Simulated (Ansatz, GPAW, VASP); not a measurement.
# One calculation of Ge, 4 ways

```
Ge
1.0
     0.00000    2.82891    2.82891
     2.82891    0.00000    2.82891
     2.82891    2.82891    0.00000
Ge
2
Direct
  0.75000 0.75000 0.75000
  0.50000 0.50000 0.50000
```

Alike in all runs: task single point; functional PBE; k mesh 8 × 8 × 8; occupations gaussian, width 0.015 eV; no spin polarisation; no spin-orbit coupling. Pressure is positive in compression and, in plane waves, holds the error of the finite cutoff, which Ansatz's Pulay term estimates and takes out.

```csv
program and potentials,plane-wave cutoff (eV),notes,band gap (eV),pressure (GPa)
"Ansatz, Ansatz PAW",420,14 valence electrons an atom on average; Pulay term of +0.03 GPa included,0.03,3.57
"VASP, PBE PAW files Ge_d, 520 eV",520,14 valence electrons an atom on average,0.03,3.49
"GPAW, GPAW PAW data sets (gpaw-data 1.2.1)",600,4 valence electrons an atom on average,0.09,3.84
"Ansatz, all-electron LAPW, scalar-relativistic",-,-,0.04,3.56
```

The band gap spans 0.03 (Ansatz, Ansatz PAW) to 0.09 eV (GPAW, GPAW PAW data sets (gpaw-data 1.2.1)), with all-electron results at 0.04. The pressure spans 3.49 (VASP, PBE PAW files Ge_d, 520 eV) to 3.84 GPa (GPAW, GPAW PAW data sets (gpaw-data 1.2.1)), with all-electron results at 3.56.

The functional is the same throughout but for its coding, so the spread measures potentials, basis and numerics; runs on potential files found faulty are left out.
